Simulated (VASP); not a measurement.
# PtS2 (P-3m1) in VASP: a series of runs, part 2 of 2

VASP 6.6.1. The steps go on from the part before.

## 3. Single point, PBE, spin-orbit coupling, no magnetisation

Contents of INCAR:

```
SYSTEM = PtS2
ALGO = Normal ; EDIFF = 1E-7
ENCUT = 340 ; GGA = PE
GGA_COMPAT = .False. ; ISIF = 2
ISMEAR = 0 ; LASPH = .True.
LCHARG = .False. ; LMAXMIX = 4
LNONCOLLINEAR = .True. ; LORBIT = 11
LREAL = .False. ; LSORBIT = .True.
LWAVE = .False. ; MAGMOM = 0 0 0 0 0 0 0 0 0
NBANDS = 38 ; NELM = 100
PREC = Accurate ; SIGMA = 0.02
```

Contents of KPOINTS:

```
k-points
0
Gamma
  5 5 3
  0 0 0
```

Contents of POSCAR:

```
PtS2
1.0
    3.5432000000      0.0000000000      0.0000000000
   -1.7716000000      3.0685012107      0.0000000000
    0.0000000000      0.0000000000      5.0388000000
Pt S
1 2
Direct
    0.0000000000      0.0000000000      0.0000000000
    0.6666666667      0.3333333333      0.7730000000
    0.3333333333      0.6666666667      0.2270000000
```

Potentials or basis: VASP PAW PBE potentials, release 64 (Pt, S).

Command:

```sh
$ cat potpaw_PBE.64/Pt/POTCAR potpaw_PBE.64/S/POTCAR > POTCAR
$ mpirun -np 1 vasp_ncl > vasp.out
```

OUTCAR:

```text
SYSTEM = PtS2
   EDIFF = 1E-7
   ENCUT = 340
   GGA = PE
   ISIF = 2
   ISMEAR = 0
   LASPH = .True.
   LNONCOLLINEAR = .True.
   LORBIT = 11
   LREAL = .False.
   LSORBIT = .True.
   NELM = 100
   PREC = Accurate

 Found     12 irreducible k-points:

 Following reciprocal coordinates:
            Coordinates               Weight
  0.000000  0.000000  0.000000      1.000000
  0.200000  0.000000  0.000000      6.000000
  0.400000  0.000000  0.000000      6.000000
  0.200000  0.200000  0.000000      6.000000
  0.400000  0.200000  0.000000      6.000000
  0.000000  0.000000  0.333333      2.000000
   k-points           NKPTS =     12   k-points in BZ     NKDIM =     12   number of bands    NBANDS=     38
   number of dos      NEDOS =    301   number of ions     NIONS =      3
   total plane-waves  NPLWV =  17280
   dimension x,y,z NGX =    24 NGY =   24 NGZ =   30
   dimension x,y,z NGXF=    48 NGYF=   48 NGZF=   60
   ions per type =               1   2
   NGX,Y,Z   is equivalent  to a cutoff of  11.26, 11.26,  9.90 a.u.
   NGXF,Y,Z  is equivalent  to a cutoff of  22.52, 22.52, 19.80 a.u.
 SYSTEM =  PtS2
   PREC   = accura    normal or accurate (medium, high low for compatibility)
   ISTART =      0    job   : 0-new  1-cont  2-samecut
   ICHARG =      2    charge: 1-file 2-atom 10-const
   ISPIN  =      1    spin polarized calculation?
   LNONCOLLINEAR =      T non collinear calculations
[... 340 lines left out ...]
     0.0000000     0.0000000     0.0000000     0.0000000     0.0000000     0.0000000     0.0000000
     0.0000000     0.0000000     0.0000000     0.0000000     0.0000000     0.0000000     0.0000000
     0.0000000     0.0000000     0.0000000     0.0000000     0.0000000     0.0000000     0.0000000
[... 29 lines left out ...]
 l=   2
     0.0000000     0.0000000     0.0000000     0.0000000     0.0000000
     0.0000000     0.0000000     0.0000000     0.0000000     0.0000000
     0.0000000     0.0000000     0.0000000     0.0000000     0.0000000
     0.0000000     0.0000000     0.0000000     0.0000000     0.0000000
     0.0000000     0.0000000     0.0000000     0.0000000     0.0000000
 l=   3
     0.0000000     0.0000000     0.0000000     0.0000000     0.0000000     0.0000000     0.0000000
     0.0000000     0.0000000     0.0000000     0.0000000     0.0000000     0.0000000     0.0000000
     0.0000000     0.0000000     0.0000000     0.0000000     0.0000000     0.0000000     0.0000000
     0.0000000     0.0000000     0.0000000     0.0000000     0.0000000     0.0000000     0.0000000
     0.0000000     0.0000000     0.0000000     0.0000000     0.0000000     0.0000000     0.0000000
     0.0000000     0.0000000     0.0000000     0.0000000     0.0000000     0.0000000     0.0000000
     0.0000000     0.0000000     0.0000000     0.0000000     0.0000000     0.0000000     0.0000000

 total charge

# of ion       s       p       d       tot
------------------------------------------
    1        0.732   0.889   8.009   9.630
    2        1.360   2.308   0.000   3.669
    3        1.360   2.308   0.000   3.669
--------------------------------------------------
tot          3.453   5.506   8.009  16.967

 magnetization (x)

# of ion       s       p       d       tot
------------------------------------------
    1        0.000   0.000  -0.000  -0.000
    2        0.000   0.000   0.000   0.000
    3        0.000   0.000   0.000   0.000
--------------------------------------------------
tot          0.000   0.000  -0.000   0.000

 magnetization (y)

# of ion       s       p       d       tot
------------------------------------------
    1        0.000   0.000   0.000   0.000
    2       -0.000  -0.000   0.000  -0.000
    3       -0.000  -0.000   0.000  -0.000
--------------------------------------------------
tot         -0.000  -0.000   0.000  -0.000

 magnetization (z)

# of ion       s       p       d       tot
------------------------------------------
    1        0.000   0.000   0.000   0.000
    2        0.000   0.000   0.000   0.000
    3        0.000   0.000   0.000   0.000
--------------------------------------------------
tot          0.000   0.000   0.000   0.000
```

stdout:

```text
POSCAR found type information on POSCAR PtS
 POSCAR found :  2 types and       3 ions
 scaLAPACK will be used
 LDA part: xc-table for (Slater+PW92), standard interpolation
 POSCAR, INCAR and KPOINTS ok, starting setup
 FFT: planning ... GRIDC
 FFT: planning ... GRID_SOFT
 FFT: planning ... GRID
 WAVECAR not read
 entering main loop
```

Wall time 15 s (1 thread of Intel Xeon 6975P-C (Granite Rapids), shared host); peak memory 0.21 GiB.

The run converged, but some of its settings lie outside the range that counts as converged, so its numbers aren't taken as properties of the crystal.

Results:

| Quantity | Value |
| --- | --- |
| Free energy | -15.6545 eV |
| Pressure | 10.9 GPa |
| Largest force | 1.265 eV/Å |
| Valence electrons inside the program's atomic spheres | Pt 9.63; S 3.67 |

Caveat: the k mesh is coarse (spacing up to 0.42 Å⁻¹), so the values aren't converged; forces of over 1 eV/Å show positions far from the minimum, so gaps and moduli don't describe the material at rest.

## 4. Single point, PBE, spin-orbit coupling, no magnetisation

INCAR, as its differences from that of step 3:

```diff
@@ -2,3 +2,3 @@
 ALGO = Normal ; EDIFF = 1E-7
-ENCUT = 340 ; GGA = PE
+ENCUT = 650 ; GGA = PE
 GGA_COMPAT = .False. ; ISIF = 2
```

Contents of KPOINTS:

```
k-points
0
Gamma
  4 4 2
  0 0 0
```

POSCAR is that of step 3.

Command:

```sh
$ cat potpaw_PBE.64/Pt/POTCAR potpaw_PBE.64/S/POTCAR > POTCAR
$ mpirun -np 1 vasp_ncl > vasp.out
```

It took 32 s on 1 thread of Intel Xeon 6975P-C (Granite Rapids), shared host; peak memory 0.33 GiB.

These settings aren't checked as converged: the numbers below hold their error.

What came out:

```yaml
Free_energy: -15.6725 eV
Pressure: 11.2 GPa
Largest_force: 1.337 eV/Å
Valence_electrons_inside_the_program's_atomic_spheres: Pt 9.63; S 3.67
```

Caveat: the k mesh is coarse (spacing up to 0.62 Å⁻¹), so the values aren't converged; forces of over 1 eV/Å show positions far from the minimum, so gaps and moduli don't describe the material at rest.

## 5. Single point, PBE, spin-orbit coupling, no magnetisation

INCAR, as its differences from that of step 4:

```diff
@@ -2,3 +2,3 @@
 ALGO = Normal ; EDIFF = 1E-7
-ENCUT = 650 ; GGA = PE
+ENCUT = 400 ; GGA = PE
 GGA_COMPAT = .False. ; ISIF = 2
```

Contents of KPOINTS:

```
k-points
0
Gamma
  5 5 3
  0 0 0
```

POSCAR is that of step 4.

Potentials or basis: VASP PAW PBE potentials, release 64 (Pt, S).

Command:

```sh
$ cat potpaw_PBE.64/Pt/POTCAR potpaw_PBE.64/S/POTCAR > POTCAR
$ mpirun -np 1 vasp_ncl > vasp.out
```

OUTCAR:

```text
SYSTEM = PtS2
   EDIFF = 1E-7
   ENCUT = 400
   GGA = PE
   ISIF = 2
   ISMEAR = 0
   LASPH = .True.
   LNONCOLLINEAR = .True.
   LORBIT = 11
   LREAL = .False.
   LSORBIT = .True.
   NELM = 100
   PREC = Accurate

 Found     12 irreducible k-points:

 Following reciprocal coordinates:
            Coordinates               Weight
  0.000000  0.000000  0.000000      1.000000
  0.200000  0.000000  0.000000      6.000000
  0.400000  0.000000  0.000000      6.000000
  0.200000  0.200000  0.000000      6.000000
  0.400000  0.200000  0.000000      6.000000
  0.000000  0.000000  0.333333      2.000000
   k-points           NKPTS =     12   k-points in BZ     NKDIM =     12   number of bands    NBANDS=     38
   number of dos      NEDOS =    301   number of ions     NIONS =      3
   total plane-waves  NPLWV =  20736
   dimension x,y,z NGX =    24 NGY =   24 NGZ =   36
   dimension x,y,z NGXF=    48 NGYF=   48 NGZF=   72
   ions per type =               1   2
   NGX,Y,Z   is equivalent  to a cutoff of  11.26, 11.26, 11.88 a.u.
   NGXF,Y,Z  is equivalent  to a cutoff of  22.52, 22.52, 23.76 a.u.
 SYSTEM =  PtS2
   PREC   = accura    normal or accurate (medium, high low for compatibility)
   ISTART =      0    job   : 0-new  1-cont  2-samecut
   ICHARG =      2    charge: 1-file 2-atom 10-const
   ISPIN  =      1    spin polarized calculation?
   LNONCOLLINEAR =      T non collinear calculations
[... 340 lines left out ...]
     0.0000000     0.0000000     0.0000000     0.0000000     0.0000000     0.0000000     0.0000000
     0.0000000     0.0000000     0.0000000     0.0000000     0.0000000     0.0000000     0.0000000
     0.0000000     0.0000000     0.0000000     0.0000000     0.0000000     0.0000000     0.0000000
[... 29 lines left out ...]
 l=   2
     0.0000000     0.0000000     0.0000000     0.0000000     0.0000000
     0.0000000     0.0000000     0.0000000     0.0000000     0.0000000
     0.0000000     0.0000000     0.0000000     0.0000000     0.0000000
     0.0000000     0.0000000     0.0000000     0.0000000     0.0000000
     0.0000000     0.0000000     0.0000000     0.0000000     0.0000000
 l=   3
     0.0000000     0.0000000     0.0000000     0.0000000     0.0000000     0.0000000     0.0000000
     0.0000000     0.0000000     0.0000000     0.0000000     0.0000000     0.0000000     0.0000000
     0.0000000     0.0000000     0.0000000     0.0000000     0.0000000     0.0000000     0.0000000
     0.0000000     0.0000000     0.0000000     0.0000000     0.0000000     0.0000000     0.0000000
     0.0000000     0.0000000     0.0000000     0.0000000     0.0000000     0.0000000     0.0000000
     0.0000000     0.0000000     0.0000000     0.0000000     0.0000000     0.0000000     0.0000000
     0.0000000     0.0000000     0.0000000     0.0000000     0.0000000     0.0000000     0.0000000

 total charge

# of ion       s       p       d       tot
------------------------------------------
    1        0.732   0.889   8.009   9.630
    2        1.360   2.308   0.000   3.668
    3        1.360   2.308   0.000   3.668
--------------------------------------------------
tot          3.453   5.505   8.009  16.967

 magnetization (x)

# of ion       s       p       d       tot
------------------------------------------
    1        0.000   0.000   0.000   0.000
    2        0.000   0.000   0.000   0.000
    3        0.000   0.000   0.000   0.000
--------------------------------------------------
tot          0.000   0.000   0.000   0.000

 magnetization (y)

# of ion       s       p       d       tot
------------------------------------------
    1        0.000   0.000   0.000   0.000
    2        0.000  -0.000   0.000  -0.000
    3        0.000  -0.000   0.000  -0.000
--------------------------------------------------
tot          0.000  -0.000   0.000  -0.000

 magnetization (z)

# of ion       s       p       d       tot
------------------------------------------
    1        0.000   0.000   0.000   0.000
    2        0.000   0.000   0.000   0.000
    3        0.000   0.000   0.000   0.000
--------------------------------------------------
tot          0.000   0.000   0.000   0.000
```

stdout:

```text
POSCAR found type information on POSCAR PtS
 POSCAR found :  2 types and       3 ions
 scaLAPACK will be used
 LDA part: xc-table for (Slater+PW92), standard interpolation
 POSCAR, INCAR and KPOINTS ok, starting setup
 FFT: planning ... GRIDC
 FFT: planning ... GRID_SOFT
 FFT: planning ... GRID
 WAVECAR not read
 entering main loop
```

Wall time 18 s (1 thread of Intel Xeon 6975P-C (Granite Rapids), shared host); peak memory 0.24 GiB.

These settings aren't checked as converged: the numbers below hold their error.

What came out:

- Free energy: -15.6560 eV
- Pressure: 11.2 GPa
- Largest force: 1.265 eV/Å
- Valence electrons inside the program's atomic spheres: Pt 9.63; S 3.67

Caveat: the k mesh is coarse (spacing up to 0.42 Å⁻¹), so the values aren't converged; forces of over 1 eV/Å show positions far from the minimum, so gaps and moduli don't describe the material at rest.

## 6. The reference run

An earlier run on the cell as given: functional PBEsol; potentials or basis VASP PAW PBE potentials, release 64 (Pt, S); cutoff 520 eV; k mesh 9 × 9 × 5; occupations fermi-dirac, width 0.05 eV; no spin polarisation.

* Pressure: 6.1 GPa
* Largest force: 0.930 eV/Å
* Band gap on the k mesh: 0.96 eV, indirect (least direct gap 1.00 eV)
